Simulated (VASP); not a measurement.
Crystal: GaN.

```
CELL_PARAMETERS angstrom
0.00000 2.25350 2.25350
2.25350 0.00000 2.25350
2.25350 2.25350 0.00000
ATOMIC_POSITIONS crystal
Ga 0.00000 0.00000 0.00000
N 0.75000 0.75000 0.75000
```

The cell is a database's computed one.

```yaml
Program: VASP 6.6.1
Task: relaxation of cell and atoms
Functional: PBE
Potentials_or_basis: VASP PAW PBE potentials, release 64 (Ga_d, N)
Cutoff: 600 eV
k_mesh: 9 × 9 × 9
Occupations: gaussian, width 0.02 eV
Spin: no spin polarisation
```

At the start: pressure 4.9 GPa; volume 11.44 Å³/atom.

Q: Where does the relaxation end?

A: Over 3 steps the energy falls by 4.7 meV/atom and the volume is 11.76 Å³/atom (+2.8 %); space group F-43m (No. 216, to 0.05 Å).

Step by step:
```
step  energy change (eV)  largest force (eV/Å)  pressure (GPa)  volume (Å³)
   1              0.0000                0.0000            4.92        22.89
   2             -0.0028                0.0000           -3.74        24.07
   3             -0.0095                0.0000           -0.02        23.52
```

Final structure:
```cif
data_structure
_symmetry_space_group_name_H-M 'P 1'
_symmetry_Int_Tables_number 1
_cell_length_a 3.2161
_cell_length_b 3.2161
_cell_length_c 3.2161
_cell_angle_alpha 60.000
_cell_angle_beta 60.000
_cell_angle_gamma 60.000
_cell_volume 23.52
loop_
_atom_site_label
_atom_site_type_symbol
_atom_site_fract_x
_atom_site_fract_y
_atom_site_fract_z
_atom_site_occupancy
Ga1 Ga 0.00000 0.00000 0.00000 1
N1 N 0.75000 0.75000 0.75000 1
```
